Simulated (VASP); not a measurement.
# Si: DFT settings for training a machine-learned force field, 7 variants

Si, Fd-3m (no. 227), 32 atoms in the cell. PBE, machine-learned force field (training under varied DFT settings); PAW potentials Si (PBE set).

| k mesh | DFT setting moved | Force error on the training data (meV/Å) | Energy error on the training data (meV/atom) | Change of the training forces when computed anew to a tighter threshold (meV/Å) | MD steps with a DFT calculation | MD steps | Time (s) |
|---|---|---|---|---|---|---|---|
| 2 × 2 × 2 | as recommended | 7.6 | 0.060 | 1.14 | 37 | 2000 | 385 |
| 1 × 1 × 1 | Gamma point alone | 26.1 | 0.483 | 1.42 | 79 | 2000 | 210 |
| 2 × 2 × 2 | wider smearing | 7.6 | 0.060 | 1.15 | 37 | 2000 | 424 |
| 2 × 2 × 2 | narrow smearing | 7.6 | 0.060 | 1.20 | 38 | 2000 | 459 |
| 2 × 2 × 2 | loose EDIFF | 7.9 | 0.067 | 2.33 | 31 | 2000 | 271 |
| 2 × 2 × 2 | no real-space projectors, PREC=Accurate | 4.5 | 0.031 | 0.08 | 49 | 2000 | 1070 |
| 2 × 2 × 2 | low cutoff | 4.6 | 0.026 | 0.10 | 40 | 2000 | 323 |

Limits: Each row's error is against its own DFT data: it shows how smooth they are, not how right.

## Input of the first row

INCAR.step1:
```
PREC = Normal ; ENCUT = 320
EDIFF = 1E-6 ; ISMEAR = 0
SIGMA = 0.05 ; ALGO = Normal
LREAL = Auto ; LASPH = T
NELM = 80 ; NELMIN = 4
LWAVE = F ; LCHARG = F
GGA = PE ; KPAR = 4
NCORE = 2 ; IBRION = 0
NSW = 2000 ; POTIM = 2
TEBEG = 150 ; TEEND = 300
ISYM = 0 ; MDALGO = 3
LANGEVIN_GAMMA = 10 ; ISIF = 2
RANDOM_SEED = 20470 0 0 ; ML_LMLFF = T
ML_MODE = train ; NWRITE = 0
ML_MCONF = 600 ; ML_MB = 1200
```

INCAR.step2:
```
ML_LMLFF = T ; ML_MODE = refit
LWAVE = F ; LCHARG = F
```

INCAR.step3:
```
PREC = Normal ; ENCUT = 320
EDIFF = 1E-7 ; ISMEAR = 0
SIGMA = 0.05 ; ALGO = Normal
LREAL = Auto ; LASPH = T
NELM = 80 ; NELMIN = 4
LWAVE = F ; LCHARG = F
GGA = PE ; KPAR = 4
NCORE = 2 ; IBRION = 11
ISIF = 2 ; NSW = 5
ISYM = 0
```

KPOINTS.step1:
```
k-points
0
Monkhorst-Pack
  2 2 2
```

KPOINTS.step2:
```
k-points
0
Gamma
  1 1 1
```

POSCAR.fr:
```
  0.502203901109    0.752095114724    0.248427987367
  0.493521459779    0.987344870242    0.994298216218
  0.503193589023    0.248269052678    0.755081779547
  0.756414016598    0.498823194018    0.246048475248
  0.501119027467    0.489609248729    0.490436044225
  0.762592115784    0.758122045573    0.008026782211
  0.749820266400    0.999933315365    0.749407428804
  0.997278352851    0.244830615853    0.243463296587
  0.745174635803    0.247407687450    0.499102110005
  0.999113350276    0.500028620498    0.994528658005
  0.993015956329    0.752026937730    0.758679444956
  0.254158660618    0.994133231959    0.250409458820
  0.008859326507    0.002249174492    0.503023317815
  0.244846450773    0.247230008083    0.000334001087
  0.254800818598    0.489996387438    0.745916143001
  0.252520254001    0.738972929826    0.488091081691
  0.748806484925    0.990130002938    0.493305871645
  0.751209527681    0.258732161546    0.259447014805
  0.747433908176    0.489961722983    0.004855278438
  0.988515682541    0.745450165067    0.491511690019
  0.744429200517    0.742306876490    0.742356236358
  0.999467909294    0.000727832161    0.239272292975
  0.997048599339    0.242750021721    0.996154601179
  0.255478924402    0.483010606305    0.495133337729
  0.000786154121    0.488689509292    0.745041599299
  0.251307286252    0.749056300931    0.249369846888
  0.254113274305    0.993906211100    0.992720385356
  0.496471460892    0.241395838806    0.498104947324
  0.255268356518    0.243081295771    0.745921051672
  0.502820515939    0.500938028735    0.245293323160
  0.493957805671    0.738731579642    0.980046462670
  0.497046804899    0.999398426552    0.752222366917

  0.517574483683    0.754218352939    0.252709234670
  0.514072132891    0.004856041700    0.001124491383
  0.509178282526    0.257628911658    0.750799295426
  0.763927282801    0.504572105700    0.250733029318
  0.515908884126    0.507008474451    0.497470588983
  0.761822508018    0.758197249335    0.004283641746
  0.767218150421    0.012032648739    0.757710982304
  0.006849050185    0.254737202397    0.250143450775
  0.754454524657    0.260648320697    0.501490477246
  0.012617870045    0.513054972825    0.998267477232
  0.010092838346    0.749786447356    0.752183796751
  0.262054726092    0.999118529666    0.242544039734
  0.010073425561    0.004936400646    0.502065261802
  0.256699082871    0.252345072381    0.010152543759
  0.267872146462    0.503119820483    0.750846270838
  0.261843649518    0.752734545118    0.499127819596
  0.751895979788    0.002951094735    0.498611084695
  0.760943296229    0.260054326467    0.256710903508
  0.757620679240    0.507830311745    0.001983161411
  0.012022392764    0.764526392479    0.506926321842
  0.761742922947    0.751982936353    0.754808543986
  0.007019261727    0.002978897239    0.243751625420
  0.015320719680    0.256880831134    0.011850674100
  0.263856372995    0.504256234439    0.497438529792
  0.011163079965    0.494288311192    0.748617751548
  0.267220946311    0.751446811898    0.245895720533
  0.271428152828    0.008181903270    0.004011730394
  0.508558470217    0.256917305359    0.505001009048
  0.259687199004    0.242579550127    0.754026357570
  0.502717635815    0.501603628847    0.247746769594
  0.507680666303    0.748876848243    0.994588753212
  0.511203428693    0.011800076118    0.754822927952

  0.601211867104    0.803180808073    0.291246549401
  0.584622139399    0.036956012057    0.034215745933
  0.577816004333    0.279401298135    0.777805387274
  0.836701229562    0.548544672015    0.295202682915
  0.578683915954    0.534275236258    0.537512772313
  0.839413651927    0.780842579261    0.035654879124
  0.839734473410    0.031736799252    0.791803777826
  0.087008865795    0.282519880375    0.285259622129
  0.841104179615    0.290951734976    0.528939535964
  0.080839790328    0.533304734189    0.029660074113
  0.091654177487    0.782809165282    0.789609986709
  0.337980322016    0.030694353923    0.284076431025
  0.078010002281    0.044141297606    0.530272398036
  0.344974921790    0.296852098823    0.038038441814
  0.350327053395    0.524293144028    0.778026193665
  0.328574616353    0.789820534221    0.529465494235
  0.825428722245    0.044530776929    0.536196192531
  0.840416960364    0.289724702298    0.285568993691
  0.823055199645    0.529763046675    0.034352758322
  0.082936784175    0.801032149648    0.534863246850
  0.830520170760    0.770025372162    0.777868472641
  0.097336967140    0.041216908917    0.283449425504
  0.089889032678    0.291519375851    0.038585725330
  0.327489265086    0.537007613901    0.531454597116
  0.094540350779    0.523097192548    0.778014839888
  0.343537816785    0.793136095539    0.289475704107
  0.333158576758    0.037161996619    0.032124451937
  0.588868768527    0.285246639889    0.529247791531
  0.326149066633    0.265684578824    0.775819687102
  0.585276313673    0.553304772148    0.298441363956
  0.588611721647    0.792620405749    0.028806470254
  0.587203459370    0.042424708664    0.787804846092

  0.534699813157    0.761964099026    0.226673014209
  0.528883430605    0.004336739765    0.967645296950
  0.550399526524    0.253524661563    0.728326308194
  0.767507067804    0.498307824389    0.225741516759
  0.546168391929    0.497996959009    0.479267492635
  0.775559330138    0.739816309872    0.961033982025
  0.797293009087    0.001160008362    0.711722888913
  0.032412043850    0.248557445157    0.218617314743
  0.798928853049    0.257806598088    0.481111332401
  0.036145951979    0.505692783616    0.975456154352
  0.042844949641    0.761562813288    0.730150641478
  0.285127208170    0.002400918010    0.224214686930
  0.037286910670    0.000238555050    0.463808472832
  0.279651622942    0.261762047271    0.974000264647
  0.274099123184    0.494142050765    0.718595834934
  0.278584481320    0.745944284266    0.463480575594
  0.792455118072    0.998315463061    0.463915222598
  0.786573972936    0.249704973454    0.224737412615
  0.789981755751    0.502534107246    0.983712669013
  0.025681533103    0.742656272098    0.468827865995
  0.783054051571    0.749613079647    0.727284061154
  0.027340805785    0.991241210670    0.215349787499
  0.017070511844    0.253564202440    0.962256673890
  0.285960369393    0.495730185142    0.471313619315
  0.039000854096    0.509596327948    0.724168169844
  0.284626461374    0.753019221491    0.215707522127
  0.292824910757    0.020690666911    0.985987440091
  0.548404795692    0.250109293858    0.481402358855
  0.293789973544    0.241950796754    0.716187428725
  0.513311235211    0.513232583606    0.235638684808
  0.527502957957    0.751496542607    0.971783361523
  0.547600505294    0.999874869433    0.725136963002
```

POSCAR.step1:
```
Si
1.0
   -5.443702373000      5.443702373000      5.443702373000
    5.443702373000     -5.443702373000      5.443702373000
    5.443702373000      5.443702373000     -5.443702373000
Si
32
Direct
    0.491332807105      0.744211882050      0.238282108709
    0.506865288620      0.002921641933      0.008577756445
    0.499801415018      0.251080689777      0.742629495970
    0.744706397472      0.502212397105      0.260512432650
    0.509935709592      0.495837119410      0.503536676914
    0.743128267781      0.734043796202     -0.010006963520
    0.743379583714     -0.007399016554      0.743842643256
   -0.003595993234      0.249801314702      0.252701980003
    0.745518667212      0.243202867495      0.506830791153
   -0.006359105450      0.497630921080     -0.006819682989
   -0.000094762787      0.742685284407      0.743008094864
    0.242041536789     -0.003860578886      0.242547732241
   -0.006229710607     -0.004775480600      0.486517240582
    0.260398531887      0.247835504652      0.000335871577
    0.245428179015      0.482918610675      0.740489811686
    0.239282306439      0.739224029342      0.500422630817
    0.753891894443      0.004015160776      0.497303971516
    0.748010926165      0.237432709865      0.247556415397
    0.753352083263      0.506158163983     -0.006457539267
    0.016938741345      0.756668969367      0.516532565874
    0.751289956675      0.751313708106      0.759289682799
    0.005256559069     -0.002571297142      0.257056008944
    0.003240403270      0.254397830573      0.000923504222
    0.250496093653      0.499324757464      0.497149344718
    0.000169794167      0.505504376139      0.745800929833
    0.236312951150      0.735776373361      0.236224834208
    0.242661365430     -0.000022397071      0.003341644354
    0.496507655186      0.237926257315      0.496060271809
    0.246788685578      0.236394631256      0.746373322222
    0.497508514190      0.495768834526      0.248185795244
    0.504529340273      0.746853310072      0.007079811401
    0.488749319771     -0.008068442259      0.732937791312
```

POSCAR.step2:
```
Si
1.0
   -5.4437023730      5.4437023730      5.4437023730
    5.4437023730     -5.4437023730      5.4437023730
    5.4437023730      5.4437023730     -5.4437023730
Si
32
Direct
    0.5000000000      0.7500000000      0.2500000000
    0.5000000000      0.0000000000      0.0000000000
    0.5000000000      0.2500000000      0.7500000000
    0.7500000000      0.5000000000      0.2500000000
    0.5000000000      0.5000000000      0.5000000000
    0.7500000000      0.7500000000      0.0000000000
    0.7500000000      0.0000000000      0.7500000000
    0.0000000000      0.2500000000      0.2500000000
    0.7500000000      0.2500000000      0.5000000000
    0.0000000000      0.5000000000      0.0000000000
    0.0000000000      0.7500000000      0.7500000000
    0.2500000000      0.0000000000      0.2500000000
    0.0000000000      0.0000000000      0.5000000000
    0.2500000000      0.2500000000      0.0000000000
    0.2500000000      0.5000000000      0.7500000000
    0.2500000000      0.7500000000      0.5000000000
    0.7500000000      0.0000000000      0.5000000000
    0.7500000000      0.2500000000      0.2500000000
    0.7500000000      0.5000000000      0.0000000000
    0.0000000000      0.7500000000      0.5000000000
    0.7500000000      0.7500000000      0.7500000000
    0.0000000000      0.0000000000      0.2500000000
    0.0000000000      0.2500000000      0.0000000000
    0.2500000000      0.5000000000      0.5000000000
    0.0000000000      0.5000000000      0.7500000000
    0.2500000000      0.7500000000      0.2500000000
    0.2500000000      0.0000000000      0.0000000000
    0.5000000000      0.2500000000      0.5000000000
    0.2500000000      0.2500000000      0.7500000000
    0.5000000000      0.5000000000      0.2500000000
    0.5000000000      0.7500000000      0.0000000000
    0.5000000000      0.0000000000      0.7500000000
```

POSCAR.step3:
```
Si
1.0
   -5.443702373000      5.443702373000      5.443702373000
    5.443702373000     -5.443702373000      5.443702373000
    5.443702373000      5.443702373000     -5.443702373000
Si
32
Direct
    0.490681881465      0.743613469530      0.237780603453
    0.506116709894      0.002893671132      0.010140114529
    0.500390121846      0.250019593377      0.743575408993
    0.748515756083      0.504213278513      0.259302509083
    0.510231581431      0.494013012215      0.501311047806
    0.744669823369      0.735089329753      0.989977727337
    0.741375991816      0.990069189221      0.744004215544
    0.995254827251      0.249413991860      0.252243350331
    0.745858438584      0.243527380310      0.504756235225
    0.994311599507      0.496955431375      0.993544017388
    0.998010478963      0.742815776051      0.743932099682
    0.245823092029      0.996871790192      0.244284417998
    0.996214462486      0.997005916077      0.487117022494
    0.257695863913      0.246486845545      0.998551900741
    0.247785739978      0.483258943332      0.741724232790
    0.240992404042      0.739673390946      0.499211518865
    0.756730261961      0.007256279870      0.498556095956
    0.749215880621      0.239077750015      0.249555970022
    0.754045091922      0.506620064954      0.996271249608
    0.014763619750      0.756016917208      0.516028715706
    0.750729692716      0.751410880726      0.758241614838
    0.004284901175      0.998212891250      0.256296584090
    0.004337872202      0.257807834420      0.002514151562
    0.249602115025      0.496466761611      0.493743745927
    0.998097510350      0.502262801165      0.743698944476
    0.239466970383      0.737449049311      0.238669316658
    0.242867064578      0.998429135123      0.001314641311
    0.494927755299      0.237354146493      0.497400972983
    0.247815846047      0.237008921493      0.746539094198
    0.497063729118      0.496239647623      0.247076007060
    0.503324021366      0.745069963466      0.003480927944
    0.486215038588      0.992784758782      0.730627383602
```

Commands (each step's output is kept before the next begins):
```
cat potpaw_PBE.64/Si/POTCAR > POTCAR
# POSCAR: the crystal's sites, moved at random by about 0.06 A along each axis
cp INCAR.step1 INCAR
cp KPOINTS.step1 KPOINTS
cp POSCAR.step1 POSCAR
mpirun -np 8 vasp_std > vasp.out
cp ML_ABN ../ML_AB.mesh
cp ML_ABN ML_AB
cp INCAR.step2 INCAR
cp KPOINTS.step2 KPOINTS
cp POSCAR.step2 POSCAR
mpirun -np 8 vasp_gam > vasp.out
# POSCAR.fr: 4 further structures after the one in POSCAR, taken evenly from ML_AB
cp INCAR.step3 INCAR
cp KPOINTS.step1 KPOINTS
cp POSCAR.step3 POSCAR
mpirun -np 8 vasp_std < POSCAR.fr > vasp.out
```

Changes of the last row against the first:
```
- ENCUT = 320
+ ENCUT = 200
```

VASP 6.6.1 took 385 s on 8 cores (Intel Xeon Platinum 8488C (Sapphire Rapids)), a shared host.
